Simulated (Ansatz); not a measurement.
# TiO2 monolayer (2H): following an unstable mode, part 3 of 3

Aim: this structure of TiO2 monolayer (2H) is to be tested for unstable modes, and one is followed downhill.

Ansatz 0.2.0; DFT LDA, scalar-relativistic, plane waves, PAW.

So far. Step 4 (The mode frozen in, largest atomic shift 0.22 Å): The energy, extrapolated to zero smearing, is -35.22 meV/atom against the undistorted cell. Step 5 (Energy along the mode, all amplitudes (two of the runs …): The lowest of the steps tried is at 0.22 Å, 35.2 meV/atom below the parent; the bottom of the well need not coincide with a step.

## 6. Relaxation from the frozen mode (continued)

Valence density in the ac plane at fractional y = 0.111, with atoms of O within 0.2 Å of it. It is the smooth field of the valence electrons, not physical close to the nuclei.

Values in e/Å³, 24 rows by 15 columns, each cell a mean:
```
0.0 0.0 0.0 0.0 0.0 0.0 0.0 0.0 0.0 0.0 0.0 0.0 0.0 0.0 0.0
0.0 0.0 0.0 0.0 0.0 0.0 0.0 0.0 0.0 0.0 0.0 0.0 0.0 0.0 0.0
0.0 0.0 0.0 0.0 0.0 0.0 0.0 0.0 0.0 0.0 0.0 0.0 0.0 0.0 0.0
0.0 0.0 0.0 0.0 0.0 0.0 0.0 0.0 0.0 0.0 0.0 0.0 0.0 0.0 0.0
0.0 0.0 0.0 0.0 0.0 0.0 0.0 0.0 0.0 0.0 0.0 0.0 0.0 0.0 0.0
0.0 0.0 0.0 0.0 0.0 0.0 0.0 0.0 0.0 0.0 0.0 0.0 0.0 0.0 0.0
0.0 0.0 0.0 0.0 0.0 0.0 0.0 0.0 0.0 0.0 0.0 0.0 0.0 0.0 0.0
0.0 0.0 0.0 0.0 0.0 0.0 0.0 0.0 0.0 0.0 0.0 0.0 0.0 0.0 0.0
0.0 0.0 0.0 0.0 0.0 0.0 0.0 0.0 0.0 0.0 0.0 0.0 0.0 0.0 0.0
0.0 0.0 0.0 0.0 0.0 0.0 0.0 0.0 0.0 0.0 0.0 0.0 0.0 0.0 0.0
0.0 0.0 0.0 0.0 0.0 0.0 0.0 0.0 0.0 0.0 0.0 0.0 0.0 0.0 0.0
0.0 0.0 0.0 0.0 0.0 0.0 0.0 0.0 0.0 0.0 0.0 0.0 0.0 0.0 0.0
0.0 0.0 0.0 0.0 0.0 0.0 0.0 0.0 0.0 0.0 0.0 0.0 0.0 0.0 0.0
0.0 0.0 0.0 0.0 0.0 0.0 0.0 0.1 0.1 0.1 0.0 0.0 0.0 0.0 0.0
0.1 0.1 0.1 0.2 0.4 0.9 2.1 3.6 4.5 4.3 3.1 1.6 0.7 0.3 0.2
0.6 0.7 0.6 0.5 0.4 0.5 0.7 1.1 1.3 1.3 1.0 0.6 0.4 0.4 0.5
0.5 0.6 0.5 0.3 0.2 0.1 0.1 0.1 0.1 0.1 0.1 0.1 0.2 0.3 0.4
0.0 0.0 0.0 0.0 0.0 0.0 0.0 0.0 0.0 0.0 0.0 0.0 0.0 0.0 0.0
0.0 0.0 0.0 0.0 0.0 0.0 0.0 0.0 0.0 0.0 0.0 0.0 0.0 0.0 0.0
0.0 0.0 0.0 0.0 0.0 0.0 0.0 0.0 0.0 0.0 0.0 0.0 0.0 0.0 0.0
0.0 0.0 0.0 0.0 0.0 0.0 0.0 0.0 0.0 0.0 0.0 0.0 0.0 0.0 0.0
0.0 0.0 0.0 0.0 0.0 0.0 0.0 0.0 0.0 0.0 0.0 0.0 0.0 0.0 0.0
0.0 0.0 0.0 0.0 0.0 0.0 0.0 0.0 0.0 0.0 0.0 0.0 0.0 0.0 0.0
0.0 0.0 0.0 0.0 0.0 0.0 0.0 0.0 0.0 0.0 0.0 0.0 0.0 0.0 0.0
```
Columns run along a (2.9 Å), rows up along c (28.7 Å). Atoms in or near the plane, at fractional coordinates: O at (0.56, 0.38).

Electrostatic potential energy in the ac plane at fractional y = 0.111, with atoms of O within 0.2 Å of it. With pseudopotentials it is smooth inside the atoms' cores, unlike the true potential.

Values in eV, 24 rows by 15 columns, each cell a mean:
```
  0   0   0   0   0   0   0   0   0   0   0   0   0   0   0
  0   0   0   0   0   0   0   0   0   0   0   0   0   0   0
  0   0   0   0   0   0   0   0   0   0   0   0   0   0   0
  0   0   0   0   0   0   0   0   0   0   0   0   0   0   0
  0   0   0   0   0   0   0   0   0   0   0   0   0   0   0
  0   0   0   0   0   0   0   0   0   0   0   0   0   0   0
  0   0   0   0   0   0   0   0   0   0   0   0   0   0   0
  0   0   0   0   0   0   0   0   0   0   0   0   0   0   0
  0   0   0   0   0   0   0   0   0   0   0   0   0   0   0
  0   0   0   0   0   0   0   0   0   0   0   0   0   0   0
  0   0   0   0   0   0   0   0   0   0   0   0   0   0   0
  0   0   0   0   0   0   0   0   0   0   0   0   0   0   0
  0   0   0   0   0   0   0   0   0   0   0   0   0   0   0
  0   0   0   0   0   0   0   0   0   0   0   0   0   0   0
 -5  -5  -4  -5  -5 -10 -12 -14 -14 -14 -14 -12  -9  -4  -5
-16 -16 -16 -15 -13 -11 -10 -10 -10 -10 -10 -10 -11 -14 -15
 -8  -8  -7  -6  -5  -4  -3  -3  -3  -3  -3  -3  -4  -5  -6
  0   0   0   0   0   0   0   0   0   0   0   0   0   0   0
  0   0   0   0   0   0   0   0   0   0   0   0   0   0   0
  0   0   0   0   0   0   0   0   0   0   0   0   0   0   0
  0   0   0   0   0   0   0   0   0   0   0   0   0   0   0
  0   0   0   0   0   0   0   0   0   0   0   0   0   0   0
  0   0   0   0   0   0   0   0   0   0   0   0   0   0   0
  0   0   0   0   0   0   0   0   0   0   0   0   0   0   0
```
Columns run along a (2.9 Å; values clipped at the 3rd and 97th percentile), rows up along c (28.7 Å). Atoms in or near the plane, at fractional coordinates: O at (0.56, 0.38).

ELF in the ac plane at fractional y = 0.111, with atoms of O within 0.2 Å of it. It is the smooth field of the valence electrons, not physical close to the nuclei.

Values, 24 rows by 15 columns, each cell a mean:
```
0.00 0.00 0.00 0.00 0.00 0.00 0.00 0.00 0.00 0.00 0.00 0.00 0.00 0.00 0.00
0.00 0.00 0.00 0.00 0.00 0.00 0.00 0.00 0.00 0.00 0.00 0.00 0.00 0.00 0.00
0.00 0.00 0.00 0.00 0.00 0.00 0.00 0.00 0.00 0.00 0.00 0.00 0.00 0.00 0.00
0.00 0.00 0.00 0.00 0.00 0.00 0.00 0.00 0.00 0.00 0.00 0.00 0.00 0.00 0.00
0.00 0.00 0.00 0.00 0.00 0.00 0.00 0.00 0.00 0.00 0.00 0.00 0.00 0.00 0.00
0.00 0.00 0.00 0.00 0.00 0.00 0.00 0.00 0.00 0.00 0.00 0.00 0.00 0.00 0.00
0.00 0.00 0.00 0.00 0.00 0.00 0.00 0.00 0.00 0.00 0.00 0.00 0.00 0.00 0.00
0.00 0.00 0.00 0.00 0.00 0.00 0.00 0.00 0.00 0.00 0.00 0.00 0.00 0.00 0.00
0.00 0.00 0.00 0.00 0.00 0.00 0.00 0.00 0.00 0.00 0.00 0.00 0.00 0.00 0.00
0.00 0.00 0.00 0.00 0.00 0.00 0.00 0.00 0.00 0.00 0.00 0.00 0.00 0.00 0.00
0.00 0.00 0.00 0.00 0.00 0.00 0.00 0.00 0.00 0.00 0.00 0.00 0.00 0.00 0.00
0.00 0.00 0.00 0.00 0.00 0.00 0.00 0.00 0.00 0.00 0.00 0.00 0.00 0.00 0.00
0.00 0.00 0.00 0.00 0.00 0.00 0.00 0.00 0.01 0.01 0.00 0.00 0.00 0.00 0.00
0.01 0.01 0.01 0.05 0.12 0.20 0.26 0.30 0.32 0.32 0.29 0.24 0.17 0.09 0.03
0.07 0.05 0.11 0.36 0.64 0.77 0.80 0.73 0.62 0.64 0.76 0.80 0.75 0.56 0.26
0.18 0.20 0.18 0.15 0.18 0.30 0.42 0.49 0.52 0.51 0.48 0.39 0.25 0.15 0.14
0.58 0.59 0.57 0.49 0.36 0.19 0.08 0.04 0.03 0.03 0.06 0.13 0.26 0.41 0.52
0.17 0.18 0.16 0.12 0.07 0.03 0.01 0.00 0.00 0.00 0.01 0.02 0.05 0.09 0.14
0.00 0.00 0.00 0.00 0.00 0.00 0.00 0.00 0.00 0.00 0.00 0.00 0.00 0.00 0.00
0.00 0.00 0.00 0.00 0.00 0.00 0.00 0.00 0.00 0.00 0.00 0.00 0.00 0.00 0.00
0.00 0.00 0.00 0.00 0.00 0.00 0.00 0.00 0.00 0.00 0.00 0.00 0.00 0.00 0.00
0.00 0.00 0.00 0.00 0.00 0.00 0.00 0.00 0.00 0.00 0.00 0.00 0.00 0.00 0.00
0.00 0.00 0.00 0.00 0.00 0.00 0.00 0.00 0.00 0.00 0.00 0.00 0.00 0.00 0.00
0.00 0.00 0.00 0.00 0.00 0.00 0.00 0.00 0.00 0.00 0.00 0.00 0.00 0.00 0.00
```
Columns run along a (2.9 Å), rows up along c (28.7 Å). Atoms in or near the plane, at fractional coordinates: O at (0.56, 0.38).

The distorted start has space group Cm; the relaxation ends in P-3m1.

## 7. Modes of the new phase

A relaxed structure may still be a saddle point, so its zone-centre modes are computed. The response to a homogeneous field gives the Born charges and the dielectric tensor, and its change with displacement the Raman tensors.

The input, input.yaml:

```yaml
crystal:
  lattice:
    - [2.9343326065, 0.0, 0.0]
    - [-1.4671663033, 2.5412046412, 0.0]
    - [0.0, 0.0, 28.7]
  atoms:
    - { symbol: Ti, position: [0.2222210331, 0.4444420662, 0.348431567] }
    - { symbol: O, position: [0.5555556536, 0.1111113072, 0.3815761183] }
    - { symbol: O, position: [0.88888998, 0.77777996, 0.3152884819] }
  periodic: [true, true, false]
kpoints:
  mp_grid: { grid: [12, 12, 1] }
hamiltonian:
  xc: lda
scf:
  occupations: { method: fixed }
output:
  eigenvalues: true
phonons:
  method: dfpt
  dielectric: true
  raman: true
```

Launch:

```
$ ansatz run input.yaml --threads 8 --pin off --max-ram 14336MiB --backend cpu --events-out ev --progress --plain --runs-dir out
```

Numbers of over 12 decimals in the logs are rounded to 6 here.

What it wrote:

```text
Warning: the atoms were moved onto the symmetric positions of the space group found under crystal.symmetry.tolerance 1.0e-5 (fractional; no operation is sought that the atoms, as they stand in a round, miss by more than twice it, and no atom is moved by as much as it), and the run uses the moved positions. Before a round's move an operation carried an atom to 3.05e-5 Å from where it should land, the largest such dist [...]
[...]
Crystal: 3 atoms, lattice volume = 214.008 Å³
Basis set: ecut = 420 eV, 4127 PW (Γ), exchange–correlation on 48×48×384 points (8 copies of the dense FFT grid, shifted against one another)
Bands: 16, of which v1, the nominal top of the filled ones, is band 12 counted from 1 (11 counted from 0)
Symmetry: 12 space group operations
k-points: 43 of 144 (irreducible under 2 space group operations, time reversal used)
[...]
SCF iter   1: F=—  HF=-3564.687791 eV  |F-HF|=—  |Δ(HF+E_count)|=         —  Δρ=8.60e-3  dr2=1.53e-1  ethr=1.77e-3  ⟨swp⟩=6.7  Hψ=4470  notcnv=0  defer=72
[...]
SCF iter  10: F=-3564.657730 eV  HF=-3564.657730 eV  |F-HF|=6.37e-12  |Δ(HF+E_count)|=  1.08e-10  Δρ=6.90e-8  dr2=1.63e-11  ethr=1.00e-12  ⟨swp⟩=19.8  Hψ=6400  notcnv=0
SCF 1 converged in 10 iterations: F = -3564.657730 eV  dr2 = 1.63e-11
[...]
Bands: 13, of which v1, the nominal top of the filled ones, is band 12 counted from 1 (11 counted from 0)
k-points: 171 of 648 (irreducible under 2 space group operations, time reversal used)
[...]
Eigensolver: Dense (171 Hₖ)
SCF iter   1: F=—  HF=-3564.661625 eV  |F-HF|=—  |Δ(HF+E_count)|=         —  Δρ=2.25e-4  dr2=2.35e-5  ethr=1.00e-1
[...]
SCF iter   6: F=-3564.661616 eV  HF=-3564.661616 eV  |F-HF|=6.37e-11  |Δ(HF+E_count)|=  6.18e-10  Δρ=3.24e-7  dr2=9.14e-11  ethr=1.29e-11
SCF 1 converged in 6 iterations: F = -3564.661616 eV  dr2 = 9.14e-11
[...]
SCF converged after 10 iterations
Free energy (F): -3564.657730 eV
[...]
Internal energy: -3564.657730 eV  (E = F + TS)
E sigma→0 (E₀):  -3564.657730 eV
Fermi energy:    -8.647148 eV
[...]
--- Band table (eV; the first three rows and the last of 43) ---
  k-point 0: bands = [... 8 lower, -12.4650, -9.3893, -8.7799, -8.7799, -5.8247, -5.8247, -3.9408, -1.2677]
  k-point 1: bands = [... 8 lower, -12.3854, -9.2791, -9.1044, -8.9506, -5.7147, -5.6379, -3.9702, -1.5508]
  k-point 2: bands = [... 8 lower, -12.1029, -10.0362, -9.3170, -8.8595, -5.5317, -5.2395, -4.0682, -2.0299]
  k-point 42: bands = [... 8 lower, -11.2106, -10.4866, -10.3688, -9.1735, -5.2867, -4.6064, -4.5067, -1.9375]
[...]
ASR residual: 9.421e-5 → 0.000e0 eV/Å²; symmetrization residual: 1.293e-5 eV/Å²
[...]
ASR residual per site (eV/Å²): 9.42e-5 5.06e-5 4.81e-5
  Γ frequencies (cm⁻¹): 0.00 0.00 0.00 200.39 200.39 514.59 514.59 603.78 647.02
  ε∞ (high-frequency dielectric tensor):
        1.974585     0.000000    -0.000000
        0.000000     1.974585    -0.000000
       -0.000000    -0.000000     1.104354
[...]
2.225829     0.000000    -0.000000
        0.000000     2.225829    -0.000000
       -0.000000    -0.000000     0.238332
[...]
Born effective charges Z* (e; rows j = field, columns β = displacement):
    site 0:
         6.99294    0.00000   -0.00000
         0.00000    6.99294   -0.00000
        -0.00000   -0.00000    0.69224
    site 1:
        -3.49647   -0.00000    0.00000
        -0.00000   -3.49647    0.00000
         0.00000    0.00000   -0.34612
    site 2:
        -3.49647   -0.00000    0.00000
        -0.00000   -3.49647    0.00000
         0.00000    0.00000   -0.34612
  Z* charge neutrality: 1.100e-3 e pre-enforcement
[...]
optical modes at Γ without the LO–TO term, one row a degenerate level:
      ω (cm⁻¹)  modes    IR ((D/Å)²/amu)  static Raman (Å⁴/amu)  depolarisation
        200.39      2           117.6546                 0.0000               —
        514.59      2             0.0000               187.4083           0.750
        603.78      1             0.0000                74.9288           0.097
        647.02      1             0.5765                 0.0000               —
```

Wall time 1.9 min (8 threads of Intel Xeon 6975P-C (Granite Rapids), shared host); peak memory 2.8 GiB.

Numbers from this step:

```
sum-rule residual before enforcement                    : 9.42e-5 eV/Å²
miss of the charge sum rule                             : 0.001100 e
estimated error of the dielectric tensor                : 0.004732
estimated error of the Born charges                     : 0.02609 e
point group                                             : -3m
highest optical mode at the zone centre (no LO-TO term) : 647.0 cm⁻¹
lowest optical zone-centre mode                         : 200.4 cm⁻¹
largest Born charge (third of the trace)                : 4.893 e
```

Without the LO-TO term. Patterns of degenerate modes are one choice out of their space. Modes at Γ, with each element's share of the kinetic energy:

```
mode  frequency (cm⁻¹)  symmetry  Ti %  O %
   1               0.0  acoustic    60   40
   2               0.0  acoustic    60   40
   3               0.0  acoustic    60   40
   4             200.4        Eu    40   60
   5             200.4        Eu    40   60
   6             514.6        Eg     0  100
   7             514.6        Eg     0  100
   8             603.8       A1g     0  100
   9             647.0       A2u    40   60
```

Displacements in mode 5 (200.4 cm⁻¹), the largest set to 1:
```
Ti1  0.00  0.67  0.00
O2   0.00 -1.00  0.00
O3   0.00 -1.00  0.00
```

Displacements in mode 9 (647.0 cm⁻¹), the largest set to 1:
```
Ti1  0.00  0.00  0.67
O2   0.00  0.00 -1.00
O3   0.00  0.00 -1.00
```

High-frequency dielectric tensor, averaged over the cell of height 28.7 Å or as lengthened by the program, vacuum included. Tensor:

```
       x      y      z
x  1.975      0      0
y      0  1.975      0
z      0      0  1.104
```

Born charge (rows field, columns displacement) (e), principal values of the symmetric part by kind of site:

```
atom  atoms with these values    low  middle   high   mean
 Ti1                        1   0.69    6.99   6.99   4.89
  O2                        2  -3.50   -3.50  -0.35  -2.45
```

In full for Ti1:

```
6.99 0.00 0.00
0.00 6.99 0.00
0.00 0.00 0.69
```

Transverse modes. Infrared lines, with heights relative to the strongest:

```
position (cm⁻¹)  label  relative intensity
            200     Eu                 100
            515     Eg                 0.0
            604    A1g                 0.0
            647    A2u                 0.5
```

Activity x (w_L - w)^4 (n + 1)/w, 532 nm, 300 K. Raman lines, with heights relative to the strongest:

```
position (cm⁻¹)  label  relative intensity
            200     Eu                 0.0
            515     Eg                 100
            604    A1g                  32
            647    A2u                 0.0
```

Before it was imposed, the acoustic sum rule was missed by 9.4e-5 eV/Å² and the charge sum rule by 0.0011 e. Small misses are needed for a sound result but don't prove that mesh and cutoff are converged. The lowest optical mode is real, 200 cm⁻¹.

## 8. Results

| Property | Result |
| --- | --- |
| unstable mode of the parent | q = (0, 0, 0), 307i cm⁻¹ |
| depth at the lowest point sampled | 35.2 meV/atom |
| largest atomic shift at that point | 0.22 Å |
| space group reached (within 0.01 Å) | P-3m1 |
| energy gained over the parent (first relaxation, on the mesh of the frozen mode) | 465 meV/atom |
| area per atom, phase reached | 2.49 Å² |
| gap on the k-mesh, phase reached | 2.82 eV |
| lowest optical zone-centre mode, phase reached | 200 cm⁻¹ |
| highest optical mode at the zone centre (no LO-TO term), phase reached | 647 cm⁻¹ |

In words: Along this mode the structure falls into P-3m1, 465 meV/atom below the parent. At the parent's cell the well is 35.22 meV/atom deep on the steps tried, with its lowest point at a shift of 0.22 Å. Relaxing atoms and cell changes the gain by +429.45 meV/atom against the lowest step (energies at zero smearing). Most of the total comes from this relaxation. The new phase has no imaginary mode at the zone centre of its cell; other wavevectors were not checked. Of the 4 patterns followed to their end from this parent, this one reaches the lowest energy. Each path keeps the symmetry of its pattern, so a lower phase may lie along a pattern not tried. In a sheet or slab the interpolated bending branch near Γ is rough, since the rotational sum rule isn't imposed. Dielectric tensors refer to the cell with its vacuum. The starting cell was built on a prototype and not taken from a measurement.

[Logs are printed without paths, hosts, clocks, repeated set-up lines and the standing remarks that a program may print on its own settings, such as how far it seeks lower states.]

[Hosts, paths, dates, database ids (printed as entryN), source tags and the programs' standing remarks are cut or masked in the printed files.]
